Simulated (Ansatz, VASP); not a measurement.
# Ta6Al5N11 (TaN(111)/AlN(0001) capacitor, 5 bilayers of AlN) in two plane-wave programs, part 2 of 2

One calculation is typed for both programs; each brings its own data sets. How far apart do they land? The structure shown is the start of the Ansatz relaxation below; VASP solves that cell, so the two are compared at the walk's first step.

VASP 6.6.1 and Ansatz 0.2.0.

So far: Starting point; Ansatz: relaxation, PBE.

### Step 3. VASP: single point, PBE, start cell

Level of this step: PBE; plane waves and PAW (Ta_pv, N, Al) (VASP).

The same cell, functional, mesh and smearing now go to VASP, with its own data sets.

Lines of VASP's logs that name or quote its potential files are left out, and so is its time.

Contents of INCAR:

```
SYSTEM = Ta6Al5N11
PREC = Accurate
ENCUT = 520
EDIFF = 1E-06
NELM = 120
ISMEAR = -1
SIGMA = 0.1
LREAL = Auto
ALGO = Normal
GGA = PE
NBANDS = 336
LASPH = .TRUE.
LORBIT = 11
LWAVE = .FALSE.
LCHARG = .FALSE.
ISIF = 2
GGA_COMPAT = .FALSE.
KPAR = 8
```

Contents of POSCAR:

```
Ta6Al5N11
1.0
    6.2600000000      0.0000000000      0.0000000000
   -3.1300000000      5.4213200000      0.0000000000
    0.0000000000      1.8071100000     27.7400000000
Ta N Al
24 44 20
Direct
    0.1594181546      0.3167276830      0.0471016583
    0.9740894487      0.9525558942      0.1374513338
    0.2953033213      0.0923318822      0.2280100937
    0.1106094495      0.2284712953      0.3199495314
    0.9346868626      0.8646133419      0.4120692141
    0.2504268764      0.9970518359      0.5036012978
    0.1620292761      0.8183716512      0.0442393655
    0.9809878176      0.4532535904      0.1367195386
    0.2932131456      0.5893016905      0.2300396539
    0.1172318108      0.7295754426      0.3200901226
    0.9333674687      0.3612716787      0.4120007210
    0.2476190053      0.4973785858      0.5038716655
    0.6568531194      0.3156551206      0.0462797404
    0.4807677304      0.9579571861      0.1382912761
    0.7925684189      0.0928045694      0.2288608508
    0.6173496748      0.2279900845      0.3198990627
    0.4367453135      0.8627877516      0.4113482336
    0.7504273527      0.9998642901      0.5032984859
    0.6620318893      0.8196867817      0.0460490267
    0.4775285506      0.4541305836      0.1378514780
    0.7909148144      0.5867817055      0.2285796683
    0.6126674202      0.7307022526      0.3201405912
    0.4326558853      0.3664299814      0.4117988464
    0.7521311240      0.5003325355      0.5034210526
    0.3174749974      0.1361640523      0.0924188897
    0.1337128993      0.2690232427      0.1830209084
    0.9539664149      0.9112874624      0.2756993511
    0.2690794365      0.0422483299      0.3660310022
    0.0895085304      0.1807423004      0.4577685652
    0.9080978291      0.8166748915      0.5495205479
    0.0634379268      0.1193998153      0.6392501802
    0.8830242355      0.7598503879      0.7298990627
    0.0288127297      0.0565711462      0.8193799567
    0.8546698201      0.6985089694      0.9099387167
    0.9988013088      0.0015642789      0.0000108147
    0.3172320469      0.6306621768      0.0924008652
    0.1340197602      0.7747487856      0.1830209084
    0.9560060527      0.4103507636      0.2751117520
    0.2707912743      0.5426049129      0.3658687815
    0.0878121545      0.6789469928      0.4582516222
    0.9107097501      0.3190233341      0.5494808940
    0.0611148939      0.6173735578      0.6408687815
    0.8783823689      0.2590970062      0.7294808940
    0.0333642190      0.5559936136      0.8197512617
    0.8425507843      0.1919066805      0.9094700793
    0.0002342680      0.4989988873      0.9995890411
    0.8248013618      0.1417432986      0.0919502523
    0.6413938982      0.2757590423      0.1827901947
    0.4529785326      0.9062126563      0.2739906273
    0.7736051625      0.0453253410      0.3665392934
    0.5895141014      0.1788365095      0.4581182408
    0.4086760740      0.8153713173      0.5496683490
    0.5603487117      0.1240840049      0.6397512617
    0.3744446023      0.7603269042      0.7291888969
    0.5280737150      0.0572336919      0.8196611391
    0.3472243615      0.6971963268      0.9105010815
    0.5022301225      0.0001151971      0.9998702235
    0.8146130502      0.6347532569      0.0906416727
    0.6359530196      0.7708836749      0.1842682048
    0.4550335640      0.4075431663      0.2744592646
    0.7696084017      0.5443925222      0.3658183129
    0.5897383751      0.6797323412      0.4577217015
    0.4059424107      0.3163576649      0.5498413843
    0.5605136193      0.6162668551      0.6388211968
    0.3761895739      0.2560213203      0.7293006489
    0.5307594455      0.5595061115      0.8202811824
    0.3496659751      0.1960092666      0.9106092286
    0.5003742078      0.5021222175      0.9995710166
    0.0739482226      0.1469379787      0.5702487383
    0.8906424760      0.7808057188      0.6605587599
    0.0404946850      0.0826187631      0.7513085797
    0.8601021349      0.7229838226      0.8406092286
    0.0118640130      0.0258047034      0.9306596972
    0.0682403060      0.6448831679      0.5705695746
    0.8879709822      0.2818525076      0.6604397981
    0.0343169044      0.5798478662      0.7507894737
    0.8642482333      0.2215316103      0.8404614275
    0.0076951683      0.5171475250      0.9298702235
    0.5693026593      0.1400430183      0.5705695746
    0.3911896177      0.7801428137      0.6603893295
    0.5430038428      0.0814070466      0.7504614275
    0.3605638709      0.7188593713      0.8399783706
    0.5140336714      0.0240417837      0.9302487383
    0.5715599630      0.6432157726      0.5693186734
    0.3890657575      0.2799526013      0.6604397981
    0.5369525074      0.5825631618      0.7501694304
    0.3626899575      0.2220572313      0.8413193944
    0.5091692123      0.5228112681      0.9312509012
```

Contents of KPOINTS:

```
Automatic mesh
0
Gamma
4 4 1
0 0 0
```

Potentials, in the order of the species: Ta_pv, N and Al (PBE family, release 64).

The run is started by

```bash
$ mpirun -np 8 vasp_std
```

Numbers of over 12 decimals in the logs are rounded to 6 here.

What it wrote:

```text
[banner, memory and clock lines left out]
running    8 mpi-ranks, on    1 nodes
[...]
|                                                                             |
|           W    W    AA    RRRRR   N    N  II  N    N   GGGG   !!!           |
|           W    W   A  A   R    R  NN   N  II  NN   N  G    G  !!!           |
|           W    W  A    A  R    R  N N  N  II  N N  N  G       !!!           |
|           W WW W  AAAAAA  RRRRR   N  N N  II  N  N N  G  GGG   !            |
|           WW  WW  A    A  R   R   N   NN  II  N   NN  G    G                |
|           W    W  A    A  R    R  N    N  II  N    N   GGGG   !!!           |
|                                                                             |
|     For optimal performance we recommend to set                             |
|       NCORE = 2 up to number-of-cores-per-socket                            |
|     NCORE specifies how many cores store one orbital (NPAR=cpu/NCORE).      |
|     This setting can greatly improve the performance of VASP for DFT.       |
|     The default, NCORE=1 might be grossly inefficient on modern             |
|     multi-core architectures or massively parallel machines. Do your        |
|     Unfortunately you need to use the default for GW and RPA                |
|     calculations (for HF NCORE is supported but not extensively tested      |
|     yet).                                                                   |
|                                                                             |

 LDA part: xc-table for (Slater+PW92), standard interpolation
 POSCAR, INCAR and KPOINTS ok, starting setup
[...]
entering main loop
       N       E                     dE             d eps       ncg     rms          rms(c)
DAV:   1     0.481905222511E+04    0.48191E+04   -0.28473E+05  6720   0.162E+03
DAV:   2    -0.469278864994E+03   -0.52883E+04   -0.50942E+04  7784   0.457E+02
DAV:   3    -0.920465646012E+03   -0.45119E+03   -0.44193E+03  8120   0.128E+02
DAV:   4    -0.935098958092E+03   -0.14633E+02   -0.14343E+02  8016   0.222E+01
[...]
DAV:  48    -0.811552017498E+03    0.14641E-03   -0.27094E-04  7256   0.230E-02    0.256E-01
DAV:  49    -0.811552015365E+03    0.21331E-05   -0.85385E-06  7608   0.818E-03    0.255E-01
DAV:  50    -0.811552014824E+03    0.54030E-06   -0.53519E-06  6280   0.336E-03
   1 F= -.81155201E+03 E0= -.81115977E+03  d E =-.784494E+00
```

OUTCAR, selected parts (step 3):

```text
  FREE ENERGIE OF THE ION-ELECTRON SYSTEM (eV)
  ---------------------------------------------------
  free  energy   TOTEN  =      -811.5520148243 eV

  energy  without entropy=     -810.7675209911  energy(sigma->0) =     -811.15976791
```

The run ends at a pressure of 2.90 GPa, with forces up to 4.2 eV/Å.

### Step 4. Differences

Known differences besides the potentials themselves: the data sets hold 592 valence electrons in Ansatz (on its default PAW (the set named soft_2) files) and 544 in VASP; the cutoff is 420 eV in Ansatz and 520 eV in VASP (PREC = Accurate, projectors in real space). Total energies have different zeros and are not compared.

Forces on 10 of the 88 atoms, those with the largest forces and the largest differences (eV/Å; atoms numbered as in POSCAR):

| atom | Ansatz x, y, z | VASP x, y, z |
| --- | --- | --- |
| Ta6 | -0.103, 0.052, -3.789 | -0.102, 0.054, -3.781 |
| Ta12 | -0.041, 0.221, -4.172 | -0.041, 0.222, -4.166 |
| Ta18 | -0.035, 0.088, -3.632 | -0.035, 0.091, -3.624 |
| Ta24 | -0.208, -0.332, -3.735 | -0.209, -0.334, -3.727 |
| N35 | 0.177, -0.133, 1.809 | 0.177, -0.133, 1.753 |
| N46 | -0.052, 0.095, 1.959 | -0.052, 0.094, 1.906 |
| N57 | -0.149, 0.005, 1.719 | -0.149, 0.005, 1.663 |
| Al69 | -0.130, -0.496, 3.725 | -0.132, -0.497, 3.722 |
| Al74 | 0.418, -0.095, 3.854 | 0.422, -0.093, 3.853 |
| Al84 | 0.137, -0.012, 4.077 | 0.137, -0.011, 4.077 |

The forces differ by 9.7 meV/Å r.m.s., which is 1.1 % of the r.m.s. force of 0.861 eV/Å (both taken over all components). VASP's last cycles still show a density residual of 3e-02, so its state may not be settled.

### Step 5. Results

```yaml
r_m_s_force_difference_single_point_pbe_start_cell: 1.1 % of the r.m.s. force
```

The r.m.s. force difference is 1.1 % of the r.m.s. force (single point, PBE, start cell), within the 3 % picked in this series as the mark of a large difference. The data sets hold unlike numbers of valence electrons (592 in Ansatz and 544 in VASP), so part of the differences comes from the potentials. VASP runs on this material, other cells of it included, that failed, so that no pair exists: single point, PBE (timeout). How closely two codes agree says nothing of how well the functional describes the real material.

[Lines on the potential files, build, host, timing and source positions are cut from VASP's logs without a mark.]

[Logs are printed without paths, hosts, clocks, repeated set-up lines and the standing remarks that a program may print on its own settings, such as how far it seeks lower states.]

[Hosts, paths, dates, database ids (printed as entryN), source tags and the programs' standing remarks are cut or masked in the printed files.]
